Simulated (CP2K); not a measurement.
# HfO2 (P2_1/c) in CP2K: settings compared, part 2 of 2

CP2K 2026.2.

## Step 4: Atomic charges, PBEsol

File hfo2_charges.inp:

```
&GLOBAL
  PROJECT hfo2_charges
  RUN_TYPE ENERGY_FORCE
  PRINT_LEVEL LOW
&END GLOBAL
&FORCE_EVAL
  METHOD QS
  STRESS_TENSOR ANALYTICAL
  &DFT
    BASIS_SET_FILE_NAME BASIS_MOLOPT_UZH
    POTENTIAL_FILE_NAME POTENTIAL_UZH
    &MGRID
      CUTOFF 850
      REL_CUTOFF 60
      NGRIDS 4
    &END MGRID
    &QS
      METHOD GPW
      EPS_DEFAULT 1.0E-10
    &END QS
    &KPOINTS
      SCHEME MONKHORST-PACK 4 4 4
      GAMMA_CENTERED T
      SYMMETRY T
      SYMMETRY_BACKEND SPGLIB
    &END KPOINTS
    &SCF
      SCF_GUESS ATOMIC
      EPS_SCF 1.0E-6
      MAX_SCF 100
      ADDED_MOS 42
      CHOLESKY OFF
      EPS_EIGVAL 1.0E-7
      &DIAGONALIZATION ON
        ALGORITHM STANDARD
      &END DIAGONALIZATION
      &MIXING ON
        METHOD BROYDEN_MIXING
        ALPHA 0.4
        BETA 1.5
        NBUFFER 8
      &END MIXING
      &SMEAR ON
        METHOD FERMI_DIRAC
        ELECTRONIC_TEMPERATURE [K] 580.226
      &END SMEAR
    &END SCF
    &XC
      &XC_FUNCTIONAL
        &GGA_X_PBE_SOL
        &END GGA_X_PBE_SOL
        &GGA_C_PBE_SOL
        &END GGA_C_PBE_SOL
      &END XC_FUNCTIONAL
    &END XC
    &PRINT
      &KPOINTS ON
      &END KPOINTS
      &MULLIKEN ON
      &END MULLIKEN
      &MO ON
        ENERGIES T
        OCCUPATION_NUMBERS T
        &EACH
          QS_SCF 0
        &END EACH
        ADD_LAST NUMERIC
      &END MO
      &LOWDIN ON
      &END LOWDIN
      &HIRSHFELD ON
        SHAPE_FUNCTION DENSITY
      &END HIRSHFELD
      &VORONOI ON
        VORONOI_RADII UNITY
      &END VORONOI
      &E_DENSITY_CUBE ON
        STRIDE 2
      &END E_DENSITY_CUBE
      &V_HARTREE_CUBE ON
        STRIDE 2
      &END V_HARTREE_CUBE
      &ELF_CUBE ON
        STRIDE 2
      &END ELF_CUBE
    &END PRINT
  &END DFT
  &SUBSYS
    &CELL
      A 5.1180000000 0.0000000000 0.0000000000
      B 0.0000000000 5.1857000000 0.0000000000
      C -0.8586630598 0.0000000000 5.2138671406
      PERIODIC XYZ
    &END CELL
    &COORD
      SCALED
      Hf  0.2755000000 0.4603000000 0.7080000000
      Hf  0.7245000000 0.9603000000 0.7920000000
      Hf  0.7245000000 0.5397000000 0.2920000000
      Hf  0.2755000000 0.0397000000 0.2080000000
      O   0.0742000000 0.1684000000 0.8467000000
      O   0.9258000000 0.6684000000 0.6533000000
      O   0.9258000000 0.8316000000 0.1533000000
      O   0.0742000000 0.3316000000 0.3467000000
      O   0.4487000000 0.7419000000 0.9801000000
      O   0.5513000000 0.2419000000 0.5199000000
      O   0.5513000000 0.2581000000 0.0199000000
      O   0.4487000000 0.7581000000 0.4801000000
    &END COORD
    &KIND Hf
      BASIS_SET DZVP-MOLOPT-PBE-GTH-q12
      POTENTIAL GTH-PBE-q12
    &END KIND
    &KIND O
      BASIS_SET DZVP-MOLOPT-PBE-GTH-q6
      POTENTIAL GTH-PBE-q6
    &END KIND
    &PRINT
      &ATOMIC_COORDINATES ON
      &END ATOMIC_COORDINATES
      &CELL ON
      &END CELL
    &END PRINT
  &END SUBSYS
  &PRINT
    &FORCES ON
    &END FORCES
    &STRESS_TENSOR ON
    &END STRESS_TENSOR
  &END PRINT
&END FORCE_EVAL
```

Started as:

```bash
> OMP_NUM_THREADS=1 cp2k.psmp -i hfo2_charges.inp -o hfo2_charges.out
```

Wall time 2.4 min (1 thread of Arm Neoverse V2, shared host); peak memory 1.1 GiB.

Results (log left out):

```
Free energy            : -8864.4608 eV
Pressure               : -5.6 GPa
Largest force          : 0.384 eV/Å
Band gap on the k mesh : 4.03 eV, indirect (least direct gap 4.12 eV)
Mulliken charges       : Hf +1.43; O -0.65, -0.78 e
Hirshfeld charges      : Hf +0.62; O -0.32, -0.30 e
Voronoi charges        : Hf +2.78, +2.77; O -1.38, -1.37, -1.40 e
```

Forces in eV/Å, atoms in the order of the input:
```
Hf  -0.016 -0.087 -0.024
Hf   0.016 -0.087  0.024
Hf   0.016  0.087  0.024
Hf  -0.016  0.087 -0.024
O   -0.328 -0.191 -0.055
O    0.328 -0.191  0.055
O    0.328  0.191  0.055
O   -0.328  0.191 -0.055
O   -0.037  0.030 -0.096
O    0.037  0.030  0.096
O    0.037 -0.030  0.096
O   -0.037 -0.030 -0.096
```

Stress tensor (GPa, compression positive):
```
-5.51  0.00  0.13
 0.00 -6.30  0.00
 0.13  0.00 -5.01
```

Levels at points of the mesh, in eV from the valence-band top:
```csv
k point,band 46,band 47,band 48,band 49,band 50,band 51
"(0.00, 0.00, 0.00)",-0.62,-0.24,0.00,4.49,5.05,5.26
"(0.00, 0.00, 0.50)",-0.89,-0.53,-0.53,4.74,4.74,5.19
"(0.00, 0.50, 0.00)",-0.84,-0.47,-0.47,5.03,5.03,5.56
"(0.00, 0.50, 0.50)",-0.94,-0.70,-0.70,4.92,4.92,5.10
"(0.50, 0.00, 0.00)",-0.62,-0.54,-0.09,4.03,5.11,5.18
"(0.50, 0.00, 0.50)",-1.05,-0.52,-0.52,4.36,4.36,5.51
"(0.50, 0.50, 0.00)",-0.98,-0.62,-0.62,4.77,4.77,5.23
"(0.50, 0.50, 0.50)",-1.11,-0.81,-0.81,4.53,4.53,5.25
```

Caveat: Mulliken charges move with the basis; the potentials were made for another functional, which shifts forces and pressure; spin-orbit coupling is left out, which moves the levels of the heavy elements; the basis of atomic orbitals isn't converged, which shifts pressures, moduli and gaps.

## Step 5: Atomic charges, OLYP

Edit hfo2_charges.inp of step 4 so:

```diff
@@ -49,6 +49,6 @@
       &XC_FUNCTIONAL
-        &GGA_X_PBE_SOL
-        &END GGA_X_PBE_SOL
-        &GGA_C_PBE_SOL
-        &END GGA_C_PBE_SOL
+        &GGA_X_OPTX
+        &END GGA_X_OPTX
+        &GGA_C_LYP
+        &END GGA_C_LYP
       &END XC_FUNCTIONAL
```

Started as:

```bash
> OMP_NUM_THREADS=1 cp2k.psmp -i hfo2_charges.inp -o hfo2_charges.out
```

Run time: 2.4 min. Hardware: 1 thread of Arm Neoverse V2, shared host; peak memory 1.1 GiB.

It converged, with:

```yaml
Free_energy: -8888.5211 eV
Pressure: -0.9 GPa
Largest_force: 0.380 eV/Å
Band_gap_on_the_k_mesh: 4.29 eV, indirect (least direct gap 4.37 eV)
Mulliken_charges: Hf +1.77; O -0.81, -0.95 e
Hirshfeld_charges: Hf +0.69; O -0.35, -0.34 e
Voronoi_charges: Hf +2.80; O -1.39, -1.41 e
```

Forces on the atoms (eV/Å):
```
Hf  -0.155 -0.149 -0.039
Hf   0.155 -0.149  0.039
Hf   0.155  0.149  0.039
Hf  -0.155  0.149 -0.039
O   -0.354 -0.135  0.025
O    0.354 -0.135 -0.025
O    0.354  0.135 -0.025
O   -0.354  0.135  0.025
O    0.111  0.091 -0.105
O   -0.111  0.091  0.105
O   -0.111 -0.091  0.105
O    0.111 -0.091 -0.105
```

Stress tensor (GPa, compression positive):
```
-0.78  0.00  0.16
 0.00 -1.69  0.00
 0.16  0.00 -0.19
```

Levels at points of the mesh, in eV from the valence-band top:
```csv
k point,band 44,band 45,band 46,band 47,band 48,band 49,band 50,band 51,band 52,band 53
"(0.00, 0.00, 0.00)",-0.97,-0.63,-0.62,-0.25,0.00,4.80,5.22,5.48,5.65,5.80
"(0.00, 0.00, 0.50)",-1.03,-0.90,-0.90,-0.51,-0.51,4.98,4.98,5.35,5.35,6.29
"(0.00, 0.50, 0.00)",-1.11,-0.83,-0.83,-0.48,-0.48,5.25,5.25,5.72,5.72,6.08
"(0.00, 0.50, 0.50)",-1.03,-0.90,-0.90,-0.70,-0.70,5.13,5.13,5.34,5.34,6.04
"(0.50, 0.00, 0.00)",-0.93,-0.77,-0.61,-0.53,-0.08,4.29,5.32,5.36,5.45,5.99
"(0.50, 0.00, 0.50)",-1.35,-1.02,-1.02,-0.50,-0.50,4.60,4.60,5.68,5.68,5.87
"(0.50, 0.50, 0.00)",-1.40,-0.97,-0.97,-0.61,-0.61,4.99,4.99,5.43,5.43,6.20
"(0.50, 0.50, 0.50)",-1.19,-1.09,-1.09,-0.79,-0.79,4.79,4.79,5.46,5.46,5.85
```

Caveat: Mulliken charges move with the basis; the potentials were made for another functional, which shifts forces and pressure; spin-orbit coupling is left out, which moves the levels of the heavy elements; the basis of atomic orbitals isn't converged, which shifts pressures, moduli and gaps.

## Step 6: Atomic charges, revPBE

Edit hfo2_charges.inp of step 5 so:

```diff
@@ -49,6 +49,6 @@
       &XC_FUNCTIONAL
-        &GGA_X_OPTX
-        &END GGA_X_OPTX
-        &GGA_C_LYP
-        &END GGA_C_LYP
+        &GGA_X_PBE_R
+        &END GGA_X_PBE_R
+        &GGA_C_PBE
+        &END GGA_C_PBE
       &END XC_FUNCTIONAL
```

Potentials or basis: POTENTIAL_UZH Hf GTH-PBE-q12, O GTH-PBE-q6; DZVP-MOLOPT-PBE-GTH basis.

Started as:

```bash
> OMP_NUM_THREADS=1 cp2k.psmp -i hfo2_charges.inp -o hfo2_charges.out
```

hfo2_charges.out:

```text

 CP2K| version string:                                       CP2K version 2026.2
 CP2K| Input file name                                          hfo2_charges.inp

 GLOBAL| Force Environment number                                              1
 GLOBAL| Basis set file name                                    BASIS_MOLOPT_UZH
 GLOBAL| Potential file name                                       POTENTIAL_UZH
 GLOBAL| MM Potential file name                                     MM_POTENTIAL
 GLOBAL| Coordinate file name                                      __STD_INPUT__
 GLOBAL| Method name                                                        CP2K
 GLOBAL| Project name                                               hfo2_charges
 GLOBAL| Run type                                                   ENERGY_FORCE
 GLOBAL| FFT library                                                       FFTW3
[... 8 lines left out ...]
 GLOBAL| CPU model name                                                  UNKNOWN

 CELL| Volume [angstrom^3]:                                           138.378185
 CELL| Vector a [angstrom]:       5.118     0.000     0.000   |a| =     5.118000
 CELL| Vector b [angstrom]:       0.000     5.186     0.000   |b| =     5.185700
 CELL| Vector c [angstrom]:      -0.859     0.000     5.214   |c| =     5.284100
 CELL| Angle (b,c), alpha [degree]:                                    90.000000
 CELL| Angle (a,c), beta  [degree]:                                    99.352000
 CELL| Angle (a,b), gamma [degree]:                                    90.000000
 CELL| Numerically orthorhombic:                                              NO
 CELL| Periodicity                                                           XYZ

 CELL_REF| Volume [angstrom^3]:                                       138.378185
 CELL_REF| Vector a [angstrom     5.118     0.000     0.000   |a| =     5.118000
 CELL_REF| Vector b [angstrom     0.000     5.186     0.000   |b| =     5.185700
 CELL_REF| Vector c [angstrom    -0.859     0.000     5.214   |c| =     5.284100
 CELL_REF| Angle (b,c), alpha [degree]:                                90.000000
 CELL_REF| Angle (a,c), beta  [degree]:                                99.352000
 CELL_REF| Angle (a,b), gamma [degree]:                                90.000000
 CELL_REF| Numerically orthorhombic:                                          NO
 CELL_REF| Periodicity                                                       XYZ
[... 10 lines left out ...]

  Total number of            - Atomic kinds:                                   2
[... 1540 lines left out ...]
      9       O      2       6.000          6.325                        -0.325
     10       O      2       6.000          6.325                        -0.325
     11       O      2       6.000          6.325                        -0.325
     12       O      2       6.000          6.325                        -0.325

  Total Charge                                                            0.001
 !-----------------------------------------------------------------------------!

 VORONOI| Collecting electron density from MPI ranks and sending to library...
 VORONOI| Voronoi integration finished.

 LOWDIN POPULATION ANALYSIS

 #  Atom  Element  Kind  Atomic population                           Net charge
       1     Hf       1         11.909519                              0.090481
       2     Hf       1         11.908669                              0.091331
       3     Hf       1         11.909519                              0.090481
       4     Hf       1         11.908669                              0.091331
       5     O        2          6.053973                             -0.053973
       6     O        2          6.052525                             -0.052525
       7     O        2          6.053973                             -0.053973
       8     O        2          6.052525                             -0.052525
       9     O        2          6.036828                             -0.036828
      10     O        2          6.038486                             -0.038486
      11     O        2          6.036828                             -0.036828
      12     O        2          6.038486                             -0.038486
 # Total charge                             96.000000                 -0.000000

               ----- ELF is computed on the real space grid -----

 ELF is written in Cube    file format to the file:

 hfo2_charges-ELF_S1-1_0.cube

 ENERGY| Total FORCE_EVAL ( QS ) energy [hartree]           -326.588829045429009

 FORCES| Atomic forces [hartree/bohr]
 FORCES|   Atom     x               y               z               |f|
 FORCES|      1 -1.13786438E-03 -9.44372797E-04  2.29168981E-04   1.49636016E-03
 FORCES|      2  1.13786285E-03 -9.44371806E-04 -2.29170545E-04   1.49635862E-03
 FORCES|      3  1.13786502E-03  9.44372975E-04 -2.29168781E-04   1.49636073E-03
 FORCES|      4 -1.13786349E-03  9.44371984E-04  2.29170345E-04   1.49635919E-03
 FORCES|      5 -6.51548835E-03 -3.46044466E-03 -2.23431821E-03   7.70833597E-03
 FORCES|      6  6.51548854E-03 -3.46044425E-03  2.23431886E-03   7.70833614E-03
 FORCES|      7  6.51548827E-03  3.46044442E-03  2.23431808E-03   7.70833577E-03
 FORCES|      8 -6.51548847E-03  3.46044401E-03 -2.23431873E-03   7.70833594E-03
 FORCES|      9 -1.95057266E-03  3.19305306E-04 -2.16605871E-03   2.93231989E-03
 FORCES|     10  1.95057189E-03  3.19304655E-04  2.16605862E-03   2.93231924E-03
 FORCES|     11  1.95057235E-03 -3.19305243E-04  2.16605871E-03   2.93231967E-03
 FORCES|     12 -1.95057159E-03 -3.19304591E-04 -2.16605861E-03   2.93231902E-03
 FORCES| Sum    -3.62133067E-13  2.13128126E-12 -3.96196964E-13
 FORCES| Total atomic force                                       2.19783353E-12

 STRESS| Analytical stress tensor [bar]
 STRESS|                        x                   y                   z
 STRESS|      x        2.75582540092E+04  -4.18293562671E-03   5.61042853365E+03
 STRESS|      y       -4.18293562671E-03   1.91839551558E+04  -2.09068649913E-03
 STRESS|      z        5.61042853365E+03  -2.09068649913E-03   3.35821889561E+04
 STRESS| 1/3 Trace                                             2.67747993737E+04
 STRESS| Determinant                                           1.71502561104E+13

 STRESS| Eigenvectors and eigenvalues of the analytical stress tensor [bar]
 STRESS|                        1                   2                   3
 STRESS| Eigenvalues   1.91839551558E+04   2.42024230882E+04   3.69380198771E+04
 STRESS|      x           0.000000544312      0.858195728467      0.513322599971
 STRESS|      y           1.000000000000     -0.000000501464     -0.000000222001
 STRESS|      z          -0.000000066893     -0.513322599971      0.858195728467
```

Run time: 2.3 min. Hardware: 1 thread of Arm Neoverse V2, shared host; peak memory 1.1 GiB.

Results:

- Free energy: -8886.9340 eV
- Pressure: 2.7 GPa
- Largest force: 0.396 eV/Å
- Band gap on the k mesh: 4.18 eV, indirect (least direct gap 4.27 eV)
- Mulliken charges: Hf +1.62; O -0.74, -0.88 e
- Hirshfeld charges: Hf +0.67; O -0.34, -0.33 e
- Voronoi charges: Hf +2.79; O -1.38, -1.41 e

Forces in eV/Å, atoms in the order of the input:
```
Hf  -0.059 -0.049  0.012
Hf   0.059 -0.049 -0.012
Hf   0.059  0.049 -0.012
Hf  -0.059  0.049  0.012
O   -0.335 -0.178 -0.115
O    0.335 -0.178  0.115
O    0.335  0.178  0.115
O   -0.335  0.178 -0.115
O   -0.100  0.016 -0.111
O    0.100  0.016  0.111
O    0.100 -0.016  0.111
O   -0.100 -0.016 -0.111
```

Stress tensor (GPa, compression positive):
```
2.76 0.00 0.56
0.00 1.92 0.00
0.56 0.00 3.36
```

Levels at points of the mesh, in eV from the valence-band top:
```csv
k point,band 44,band 45,band 46,band 47,band 48,band 49,band 50,band 51,band 52,band 53
"(0.00, 0.00, 0.00)",-0.99,-0.62,-0.61,-0.24,0.00,4.66,5.16,5.38,5.57,5.74
"(0.00, 0.00, 0.50)",-1.04,-0.89,-0.89,-0.52,-0.52,4.87,4.87,5.29,5.29,6.23
"(0.00, 0.50, 0.00)",-1.11,-0.83,-0.83,-0.47,-0.47,5.15,5.15,5.65,5.65,6.00
"(0.00, 0.50, 0.50)",-1.03,-0.92,-0.92,-0.69,-0.69,5.04,5.04,5.23,5.23,5.98
"(0.50, 0.00, 0.00)",-0.92,-0.77,-0.61,-0.53,-0.08,4.18,5.23,5.29,5.36,5.92
"(0.50, 0.00, 0.50)",-1.35,-1.03,-1.03,-0.51,-0.51,4.49,4.49,5.61,5.61,5.81
"(0.50, 0.50, 0.00)",-1.42,-0.97,-0.97,-0.61,-0.61,4.89,4.89,5.35,5.35,6.12
"(0.50, 0.50, 0.50)",-1.21,-1.09,-1.09,-0.80,-0.80,4.67,4.67,5.37,5.37,5.76
```

Caveat: Mulliken charges move with the basis; the potentials were made for another functional, which shifts forces and pressure; spin-orbit coupling is left out, which moves the levels of the heavy elements; the basis of atomic orbitals isn't converged, which shifts pressures, moduli and gaps.

## Step 7: The runs side by side

```csv
level,gap on the mesh (eV),pressure (GPa),largest force (eV/Å)
PBE,4.13,0.1,0.40
LDA,3.96,-9.2,0.39
PBEsol,4.03,-5.6,0.38
OLYP,4.29,-0.9,0.38
revPBE,4.18,2.7,0.40
```

Alike in all rows: task atomic charges; potentials or basis POTENTIAL_UZH Hf GTH-PBE-q12, O GTH-PBE-q6; DZVP-MOLOPT-PBE-GTH basis; no spin polarisation; cell as given; k mesh 4 × 4 × 4; smearing fermi-dirac 0.05 eV.

Caveats: spin-orbit coupling is left out, which moves the levels of the heavy elements; the basis of atomic orbitals isn't converged, which shifts pressures, moduli and gaps; the potentials were made for another functional, which shifts forces and pressure (some runs).

Total energies depend on the potentials used, so only differences within one code and one set of settings carry meaning.

## Step 8: How close it comes

Step 2. Measured gap of HfO2: 5.54 eV (indirect; quoted in “Temperature dependence of self-trapped exciton luminescence in nanostructured hafnia powder”, 2021, arxiv:2112.02602). This calculation gives 4.13 eV (-1.41 eV). Spin-orbit coupling on Hf is left out. The value is that of PBE in an atomic basis (POTENTIAL_UZH Hf GTH-PBE-q12, O GTH-PBE-q6; DZVP-MOLOPT-PBE-GTH basis), whose error adds to the functional's, on a finite k mesh, which can miss the band edges, without temperature or zero-point motion. Semilocal functionals fall short of measured gaps as a rule.

Step 3. Against the measured gap of HfO2, 5.54 eV (indirect; quoted in “Temperature dependence of self-trapped exciton luminescence in nanostructured hafnia powder”, 2021, arxiv:2112.02602), the calculated 3.96 eV is off by -1.58 eV. Spin-orbit coupling on Hf is left out. The value is that of LDA in an atomic basis (POTENTIAL_UZH Hf GTH-PBE-q12, O GTH-PBE-q6; DZVP-MOLOPT-PBE-GTH basis), whose error adds to the functional's, on a finite k mesh, which can miss the band edges, without temperature or zero-point motion. Semilocal functionals fall short of measured gaps as a rule.

Step 4. A measured gap of HfO2 is 5.54 eV (indirect; quoted in “Temperature dependence of self-trapped exciton luminescence in nanostructured hafnia powder”, 2021, arxiv:2112.02602); the calculated 4.03 eV misses it by -1.51 eV. Spin-orbit coupling on Hf is left out. The value is that of PBEsol in an atomic basis (POTENTIAL_UZH Hf GTH-PBE-q12, O GTH-PBE-q6; DZVP-MOLOPT-PBE-GTH basis), whose error adds to the functional's, on a finite k mesh, which can miss the band edges, without temperature or zero-point motion. Semilocal functionals fall short of measured gaps as a rule.

Step 5. Measured gap of HfO2: 5.54 eV (indirect; quoted in “Temperature dependence of self-trapped exciton luminescence in nanostructured hafnia powder”, 2021, arxiv:2112.02602). This calculation gives 4.29 eV (-1.25 eV). Spin-orbit coupling on Hf is left out. The value is that of OLYP in an atomic basis (POTENTIAL_UZH Hf GTH-PBE-q12, O GTH-PBE-q6; DZVP-MOLOPT-PBE-GTH basis), whose error adds to the functional's, on a finite k mesh, which can miss the band edges, without temperature or zero-point motion.

Step 6. Against the measured gap of HfO2, 5.54 eV (indirect; quoted in “Temperature dependence of self-trapped exciton luminescence in nanostructured hafnia powder”, 2021, arxiv:2112.02602), the calculated 4.18 eV is off by -1.36 eV. Spin-orbit coupling on Hf is left out. The value is that of revPBE in an atomic basis (POTENTIAL_UZH Hf GTH-PBE-q12, O GTH-PBE-q6; DZVP-MOLOPT-PBE-GTH basis), whose error adds to the functional's, on a finite k mesh, which can miss the band edges, without temperature or zero-point motion. Semilocal functionals fall short of measured gaps as a rule.
